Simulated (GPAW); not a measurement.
# KBr: optical spectrum from first principles

Wanted: where KBr starts to absorb, how strongly, and its refractive index.

Program: GPAW 26.7.0. Level of theory: DFT, PBE, plane-wave PAW (GPAW data sets), scalar-relativistic, RPA, optical limit. Results are calculated unless marked as measured.

Most raw output is cut from this account.

### Step 1. Set-up

Symmetry: Fm-3m, No. 225, cubic system. Conventional cell: a = 6.600 Å, b = 6.600 Å, c = 6.600 Å, α = 90.00°, β = 90.00°, γ = 90.00°. Nearest to Br lie 6 K at 3.30 Å. Nearest to K lie 6 Br at 3.30 Å. Farther neighbours and most contacts between anions are not listed.

### Step 2. Ground state

The self-consistent density comes first; it also tells whether there is a gap, which decides the occupations and the need for a Drude term.

This step: DFT, PBE, plane-wave PAW (GPAW data sets), scalar-relativistic, ground state (GPAW 26.7.0).

gs.py

```python
from ase import Atoms
from ase.dft.bandgap import bandgap
from gpaw import GPAW, PW, FermiDirac

atoms = Atoms(['Br', 'K'],
              cell=[[0.000000000000, 3.300000000000, 3.300000000000],
                    [3.300000000000, 0.000000000000, 3.300000000000],
                    [3.300000000000, 3.300000000000, 0.000000000000]],
              scaled_positions=[[0.500000000000, 0.500000000000, 0.500000000000],
                                [0.000000000000, 0.000000000000, 0.000000000000]],
              pbc=[True, True, True])
atoms.calc = GPAW(mode=PW(500), xc='PBE', kpts={'size': (6, 6, 6), 'gamma': True},
                  occupations=FermiDirac(0.05), maxiter=150, txt='gs.txt')
print('energy (eV)', atoms.get_potential_energy())
print('Fermi level (eV)', atoms.calc.get_fermi_level())
print('valence electrons', atoms.calc.get_number_of_electrons())
print('gap (eV)', bandgap(atoms.calc, output=None)[0])
print('direct gap (eV)', bandgap(atoms.calc, direct=True, output=None)[0])
atoms.calc.write('gs.gpw')
```

Started as:

```bash
$ OMP_NUM_THREADS=1 python gs.py
```

Wall time 4.7 s (1 thread of Arm Neoverse V2, shared host); peak memory 0.14 GiB.

This step gave:

```
energy                 : -6.374 eV
Fermi energy           : 1.611 eV
gap on the k-mesh      : 4.442 eV
direct gap on the mesh : 4.442 eV
electrons              : 16
```

There is a gap, 4.44 eV on this mesh (points off the mesh can give less), so no carriers' term is needed.

### Step 3. Bands for the response

The response needs many more empty bands than the density does.

This step: DFT, PBE, plane-wave PAW (GPAW data sets), scalar-relativistic, bands at fixed density (GPAW 26.7.0).

nscf.py

```python
from ase.dft.bandgap import bandgap
from gpaw import GPAW, FermiDirac

calc = GPAW('gs.gpw').fixed_density(kpts={'size': (9, 9, 9), 'gamma': True}, nbands=48, convergence={'bands': 42},
                                    occupations=FermiDirac(0.001), txt='nscf.txt')
print('gap (eV)', bandgap(calc, output=None)[0])
print('direct gap (eV)', bandgap(calc, direct=True, output=None)[0])
print('top band over the Fermi level (eV)', min(calc.get_eigenvalues(kpt=k)[41] for k in range(len(calc.get_ibz_k_points()))) - calc.get_fermi_level())
calc.write('full.gpw', mode='all')
```

Started as:

```bash
$ OMP_NUM_THREADS=1 python nscf.py
```

The job ended after 68 s (1 thread; peak memory 0.21 GiB).

### Step 4. Dielectric function, RPA

Local fields let the induced charge screen the field inside the cell, which as a rule lowers ε, most along directions where the density is uneven.

This step: DFT, PBE, plane-wave PAW (GPAW data sets), scalar-relativistic, RPA, optical limit (GPAW 26.7.0).

df.py

```python
from gpaw.response.df import DielectricFunction

df = DielectricFunction('full.gpw', frequencies={'type': 'nonlinear', 'domega0': 0.03, 'omega2': 8},
                        ecut=50,
                        eta=0.15,
                        nbands=42,
                        txt='df.txt')
for direction in ['x', 'z']:
    df.get_dielectric_function(xc='RPA', direction=direction, filename=f'df_{direction}.csv')
```

Started as:

```bash
$ OMP_NUM_THREADS=1 python df.py
```

The job ended after 7.9 s (1 thread; peak memory 0.28 GiB).

Numbers from this step:

| Quantity | Value |
| --- | --- |
| electronic dielectric constant ε∞, mean over x, y and z (by symmetry where fewer were run) | 2.356 |
| main peak of Im epsilon, first axis | 6.953 eV |

Values under the direct gap are tails of Lorentzian lines. Im ε, E ∥ x or z against photon energy; read off at these points:

photon energy (eV), Im ε, E ∥ x or z and a bar:
```
    0.000       0.00 
    0.250       0.00 
    0.500       0.00 
    0.750       0.00 
    1.000       0.01 
    1.250       0.01 
    1.500       0.01 
    1.750       0.01 
    2.000       0.01 
    2.250       0.02 
    2.500       0.02 
    2.750       0.02 
    3.000       0.03 
    3.250       0.03 
    3.500       0.04 
    3.750       0.05 #
    4.000       0.07 #
    4.250       0.11 #
    4.500       0.20 ##
    4.750       0.46 #####
    5.000       0.49 #####
    5.250       0.58 ######
    5.500       0.90 ##########
    5.565       0.94 ##########
    5.750       0.72 ########
    6.000       0.85 #########
    6.250       1.41 ###############
    6.500       1.66 ##################
    6.750       1.93 #####################
    6.930       2.74 ##############################
    7.000       2.72 ##############################
    7.250       2.72 ##############################
    7.500       2.61 #############################
    7.750       2.10 #######################
    8.000       1.81 ####################
    8.250       1.54 #################
    8.500       1.30 ##############
    8.750       1.26 ##############
    9.000       1.55 #################
    9.250       1.89 #####################
    9.500       2.29 #########################
    9.750       2.24 ########################
    9.957       2.55 ############################
   10.000       2.54 ############################
   10.250       2.24 ########################
   10.500       2.30 #########################
   10.750       2.03 ######################
   11.000       1.77 ###################
   11.250       1.19 #############
   11.500       1.06 ############
   11.750       0.88 ##########
   12.000       0.89 ##########
   12.250       0.89 ##########
   12.500       0.90 ##########
   12.750       0.71 ########
   13.000       0.58 ######
   13.250       0.44 #####
   13.500       0.31 ###
   13.750       0.19 ##
```

Table of Re ε, E ∥ x or z by photon energy:

photon energy (eV), Re ε, E ∥ x or z and a bar from the least value:
```
      0.0       2.36 ####################
      0.5       2.36 ####################
      1.0       2.37 ####################
      1.5       2.40 ####################
      2.0       2.43 #####################
      2.5       2.48 #####################
      3.0       2.56 ######################
      3.5       2.66 ######################
      4.0       2.82 ########################
      4.5       3.07 ##########################
      5.0       3.03 ##########################
      5.5       3.25 ###########################
      6.0       3.57 ##############################
      6.5       3.25 ###########################
      7.0       2.87 ########################
      7.5       1.75 ###############
      8.0       1.42 ############
      8.5       1.55 #############
      9.0       2.16 ##################
      9.5       1.88 ################
     10.0       1.22 ###########
     10.5       0.59 #####
     11.0      -0.08 
     11.5       0.23 ###
     12.0       0.55 #####
     12.5       0.50 #####
     13.0       0.49 #####
     13.5       0.64 ######
```

The loss function −Im 1/ε at q → 0, E ∥ x or z has structure finer than the step of the table below, so its rows give means over 0.5 eV, whole bins alone (the curve runs from 0 to 14.0 eV). Peaks (eV: height): 8.21: 0.363, 11.63: 0.957, 12.92: 1.02.

Values under the direct gap are tails of Lorentzian lines. Table of loss function −Im 1/ε at q → 0, E ∥ x or z by energy loss; means over each step:

```csv
energy loss (eV),"loss function −Im 1/ε at q → 0, E ∥ x or z"
0.5,4.9e-4
1.0,1.0e-3
1.5,0.00155
2.0,0.00217
2.5,0.00292
3.0,0.00390
3.5,0.00537
4.0,0.00858
4.5,0.0230
5.0,0.0512
5.5,0.0730
6.0,0.0727
6.5,0.113
7.0,0.167
7.5,0.269
8.0,0.346
8.5,0.308
9.0,0.225
9.5,0.263
10.0,0.327
10.5,0.416
11.0,0.607
11.5,0.888
12.0,0.835
12.5,0.874
13.0,0.988
13.5,0.578
```

Values under the direct gap are tails of Lorentzian lines. Table of Im ε, E ∥ x or z by photon energy; read off at these points:

```csv
photon energy (eV),without local fields,with local fields
0.00,0,0
0.50,0.00387,0.00272
1.00,0.00799,0.00560
1.50,0.0126,0.00888
2.00,0.0182,0.0128
2.50,0.0255,0.0180
3.00,0.0357,0.0254
3.50,0.0521,0.0376
4.00,0.0875,0.0653
4.50,0.249,0.202
5.00,0.586,0.488
5.50,1.14,0.899
6.00,1.24,0.848
6.50,2.69,1.66
6.87,4.36,2.60
6.93,4.35,2.74
7.00,4.18,2.72
7.50,3.56,2.61
8.00,2.59,1.81
8.50,2.23,1.30
9.00,3.73,1.55
9.35,4.13,2.04
9.50,3.77,2.29
10.00,3.01,2.54
10.50,1.93,2.30
11.00,1.05,1.77
11.50,0.826,1.06
12.00,0.971,0.886
12.50,0.980,0.904
13.00,0.663,0.578
13.50,0.416,0.309
```

The reflectivity at normal incidence, E ∥ x or z by photon energy; read off at these points:

```csv
photon energy (eV),"reflectivity at normal incidence, E ∥ x or z (%)"
0.00,4.45
0.50,4.47
1.00,4.53
1.50,4.63
2.00,4.79
2.50,5.01
3.00,5.31
3.50,5.75
4.00,6.43
4.50,7.52
5.00,7.61
5.50,9.15
6.00,10.2
6.50,11.2
6.93,15.0
7.00,14.6
7.50,14.0
8.00,9.49
8.50,6.15
9.00,8.20
9.50,12.0
10.00,14.7
10.50,16.2
11.00,20.3
11.50,12.4
12.00,6.78
12.50,7.46
13.00,5.39
13.50,2.00
```

Optical constants at common wavelengths, from n + ik = √ε:

```csv
wavelength (nm),n,k,R (%),1/α
1550,1.54,0.001,4.5,86 µm
1064,1.54,0.002,4.6,39 µm
633,1.56,0.004,4.8,13 µm
405,1.60,0.008,5.4,3.9 µm
308,1.68,0.020,6.5,1.2 µm
248,1.75,0.140,7.6,141 nm
193,1.89,0.442,11.6,35 nm
```

Below the direct gap, k and the depth come from the tails of the Lorentzian lines, not from transitions.

Rows near the edge hang on the gap, which this functional as a rule makes too small, and phonon-assisted absorption is left out.

### Step 5. Results

```
electronic dielectric constant ε∞, mean over x, y and z (by symmetry where fewer were run) (RPA) : 2.36
main peak of Im epsilon, first axis                                                              : 6.95 eV
```

What this shows: At this level (PBE, RPA) KBr has ε∞ = 2.36 and n = 1.54 at 1550 nm, and Im ε peaks at 7.0 eV. On the mesh the gap is 4.44 eV and the least direct gap 4.44 eV. Local fields change the static value along x from 2.82 to 2.36 (-17 %). Distinct maxima of Im ε, read by a parabola through the highest points, lie at 6.46 eV (1.7), 6.95 eV (2.8), 9.98 eV (2.6) and 10.43 eV (2.4). Excitons and phonon-assisted transitions are missing; PBE gaps are as a rule too small, which pulls the onset down and ε∞ up. The sum runs over mesh points, so small or evenly spaced maxima can still be ripples of the mesh.

[Machine, clock and banner lines and Python warnings are left out of the logs.]

[Logs are printed without paths, hosts, clocks, repeated set-up lines and the standing remarks that a program may print on its own settings, such as how far it seeks lower states.]

[Hosts, paths, dates, database ids (printed as entryN), source tags and the programs' standing remarks are cut or masked in the printed files.]
